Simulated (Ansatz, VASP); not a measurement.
# SiO2 (pbe) in VASP and in Ansatz

```xyz
6
Lattice="4.2322 0.0000 0.0000 0.0000 4.2322 0.0000 0.0000 0.0000 2.6917" Properties=species:S:1:pos:R:3 pbc="T T T"
Si    0.0000    0.0000    0.0000
Si    2.1161    2.1161    1.3459
O     1.2993    1.2993    0.0000
O     0.8168    3.4154    1.3459
O     2.9329    2.9329    0.0000
O     3.4154    0.8168    1.3459
```

Alike in both runs: functional PBE; k mesh 6 × 6 × 8; occupations gaussian, width 0.1 eV; no spin polarisation.

Ansatz relaxed the structure, and its values are those at the end. VASP's run is a single point on that final structure, the one shown.

```csv
,VASP,Ansatz
version,VASP 6.6.1,Ansatz 0.2.0
potentials or method,"VASP PAW PBE potentials, release 64 (Si, O)","scalar-relativistic, plane waves, PAW"
plane-wave cutoff (eV),520,420
valence electrons in the cell,32,32
```

Ansatz gave:

| Item | Value |
| --- | --- |
| gap on the k mesh at the Fermi level (eV) | 5.06 |
| least direct gap on the mesh (eV) | 5.06 |
| pressure (GPa) | 0.2 |
| rms of the force components (eV/Å) | 0.010 |

Q: What did VASP give for the same quantities?

A: gap on the k mesh at the Fermi level (eV): 5.04; least direct gap on the mesh (eV): 5.04; pressure (GPa): 0.5; rms of the force components (eV/Å): 0.019.

The functional is the same, so the differences come from potentials, cutoffs and numerics.

A k mesh can miss the band edges. As with any semilocal functional, this PBE gap is likely too small.
